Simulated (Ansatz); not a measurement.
## Molecular dynamics of Si

input.yaml

```yaml
crystal:
  lattice:
    - [0.0, 5.43, 5.43]
    - [5.43, 0.0, 5.43]
    - [5.43, 5.43, 0.0]
  atoms:
    - { symbol: Si, position: [0.06504457, -0.14846503, 0.04516013] }
    - { symbol: Si, position: [0.13932233, 0.02656957, 0.25819365] }
    - { symbol: Si, position: [-0.07248572, 0.14280977, 0.66683371] }
    - { symbol: Si, position: [0.09135992, 0.26611846, 0.72292072] }
    - { symbol: Si, position: [0.05353849, 0.35691327, 0.29534306] }
    - { symbol: Si, position: [0.30872354, 0.52076287, 0.12377608] }
    - { symbol: Si, position: [-0.18692096, 0.71235029, 0.44362678] }
    - { symbol: Si, position: [0.03463799, 0.51783596, 0.82808369] }
    - { symbol: Si, position: [0.43271158, 0.0341769, -0.1170357] }
    - { symbol: Si, position: [0.6867991, 0.00326393, 0.01003203] }
    - { symbol: Si, position: [0.42105304, 0.14088103, 0.39840771] }
    - { symbol: Si, position: [0.52110377, 0.35863238, 0.58462139] }
    - { symbol: Si, position: [0.83433273, 0.20213434, 0.13527015] }
    - { symbol: Si, position: [0.62180146, 0.59441399, -0.00763255] }
    - { symbol: Si, position: [0.3412157, 0.63957757, 0.3663666] }
    - { symbol: Si, position: [0.70776248, 0.6320247, 0.24603254] }
basis:
  ecutwfc: 420.0
kpoints:
  mp_grid: { grid: [2, 2, 2] }
hamiltonian:
  xc: pbe
scf:
  occupations: { method: fermi_dirac, width: 0.3 }
  lower_state_search: "off"
md:
  timestep: 2
  n_steps: 160
  ensemble: nve
  temperature: 2100.0
  initial_velocities: maxwell_boltzmann
  seed: 832798
```

Command:

```bash
$ ansatz run input.yaml --threads 1 --pin off --max-ram 3072MiB --backend cpu --events-out ev --progress --plain --runs-dir out
```

It goes on from the last frame of an earlier run, with new velocities.

Output, in part (step lines):

```
md step     0: t =     0.00 fs  T =  2100.0 K  F+E_penalty+E_count = -10162.77114455 eV  E_kin = 4.071690 eV  conserved = -10158.69945458 eV  (9 SCF iters)
md step     1: t =     2.00 fs  T =  2074.0 K  F+E_penalty+E_count = -10162.72038061 eV  E_kin = 4.021301 eV  conserved = -10158.69907954 eV  (7 SCF iters)
md step     2: t =     4.00 fs  T =  2036.1 K  F+E_penalty+E_count = -10162.64636965 eV  E_kin = 3.947807 eV  conserved = -10158.69856277 eV  (7 SCF iters)
md step     3: t =     6.00 fs  T =  1990.8 K  F+E_penalty+E_count = -10162.55783972 eV  E_kin = 3.859907 eV  conserved = -10158.69793265 eV  (7 SCF iters)
md step     4: t =     8.00 fs  T =  1943.5 K  F+E_penalty+E_count = -10162.46543127 eV  E_kin = 3.768193 eV  conserved = -10158.69723813 eV  (7 SCF iters)
md step     5: t =    10.00 fs  T =  1900.2 K  F+E_penalty+E_count = -10162.38088516 eV  E_kin = 3.684331 eV  conserved = -10158.69655447 eV  (4 SCF iters)
md step     6: t =    12.00 fs  T =  1867.0 K  F+E_penalty+E_count = -10162.31584220 eV  E_kin = 3.619864 eV  conserved = -10158.69597853 eV  (3 SCF iters)
md step     7: t =    14.00 fs  T =  1848.8 K  F+E_penalty+E_count = -10162.28029952 eV  E_kin = 3.584681 eV  conserved = -10158.69561900 eV  (3 SCF iters)
[... lines left out ...]
md step   159: t =   318.00 fs  T =  2226.3 K  F+E_penalty+E_count = -10163.01708750 eV  E_kin = 4.316603 eV  conserved = -10158.70048477 eV  (4 SCF iters)
md step   160: t =   320.00 fs  T =  2225.5 K  F+E_penalty+E_count = -10163.01503869 eV  E_kin = 4.314998 eV  conserved = -10158.70004113 eV  (7 SCF iters)
```

The steps, from the saved trajectory:

```csv
time (fs),T (K),potential energy less start (eV),conserved less start (meV/atom)
0.0,2100,0.000,0.00
10.0,1900,0.390,0.18
20.0,1906,0.379,0.18
30.0,2155,-0.107,-0.02
40.0,2223,-0.237,0.05
50.0,2101,-0.002,0.05
60.0,2122,-0.038,0.31
70.0,2584,-0.945,-0.41
80.0,1976,0.241,0.07
90.0,1671,0.835,0.14
100.0,2039,0.117,-0.06
110.0,2225,-0.241,0.04
120.0,2348,-0.479,0.15
130.0,2445,-0.670,-0.05
140.0,2116,-0.029,0.10
150.0,1954,0.288,0.28
160.0,2411,-0.603,-0.04
170.0,2647,-1.061,-0.08
180.0,2382,-0.550,-0.17
190.0,1935,0.326,0.34
200.0,2273,-0.336,-0.05
210.0,2443,-0.666,-0.07
220.0,2310,-0.406,0.08
230.0,2228,-0.247,0.05
240.0,2150,-0.098,0.01
250.0,2053,0.092,0.04
260.0,2136,-0.068,0.08
270.0,2342,-0.472,-0.24
280.0,1968,0.257,0.10
290.0,1909,0.370,-0.05
300.0,2046,0.104,-0.02
310.0,2142,-0.081,-0.03
320.0,2225,-0.244,-0.04
```

All steps were run. The conserved energy stayed within 0.46 meV per atom of its start (net change -0.037 meV per atom), so the integration is sound. A run of 0.32 ps of so small a system gives no equilibrium averages. Limits of this set-up: coarse k mesh.

Mean squared displacements from the first frame to the last, about the centre of mass: Si 4.70 Å².

Last frame:

```xyz
16
Lattice="0.0000 5.4300 5.4300 5.4300 0.0000 5.4300 5.4300 5.4300 0.0000" Properties=species:S:1:pos:R:3
Si 0.684 1.652 -2.338
Si -0.050 2.585 1.093
Si 3.451 4.835 0.475
Si 5.945 5.641 0.468
Si 2.561 1.494 1.954
Si 3.762 1.657 4.819
Si 7.903 4.833 3.835
Si 9.536 3.212 4.129
Si -1.072 -0.572 4.280
Si 0.648 4.573 3.448
Si 2.881 3.632 2.643
Si 2.432 7.507 5.015
Si 1.963 3.437 5.501
Si 3.316 1.252 8.210
Si 6.137 3.524 4.331
Si 4.203 5.038 6.438
```

The run took 15 min on 1 thread of Arm Neoverse V1 (shared host), peak memory 0.61 GiB.
